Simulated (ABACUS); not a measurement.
NaI:

```xyz
2
Lattice="0.0000 3.2364 3.2364 3.2364 0.0000 3.2364 3.2364 3.2364 0.0000" Properties=species:S:1:pos:R:3 pbc="T T T"
I     3.2364    3.2364    3.2364
Na    0.0000    0.0000    0.0000
```

Base run:

| Quantity | Value |
| --- | --- |
| Program | ABACUS 3.10.1 |
| Functional | PBE |
| Potentials or basis | PseudoDojo NC SR 0.4.1 PBE standard |
| Cutoff | 1211 eV |
| Density cutoff | 4844 eV |
| Basis | plane waves |
| k mesh | 7 × 7 × 7 |
| Occupations | fermi-dirac, width 0.05 eV |
| Spin | no spin polarisation |

Its results: band gap on the k mesh 3.64 eV, direct; pressure 0.4 GPa.

Question: The run is repeated on the same cell with these changes: cutoff from 1211 eV to 1361 eV; density cutoff from 4844 eV to 5442 eV; basis from plane waves to DZP LCAO (the cutoffs set its grid). What comes out?

Answer: Band gap on the k mesh 3.73 eV, direct; pressure 0.5 GPa.

Caveats: spin-orbit coupling is left out, which moves the levels of the heavy elements; an odd mesh through Γ misses points on the zone boundary, where band edges often lie; the atomic orbitals were generated for these runs and aren't a published set (some runs); the basis of atomic orbitals isn't converged, which shifts pressures, moduli and gaps (some runs).

Not every run made on this cell is shown here.
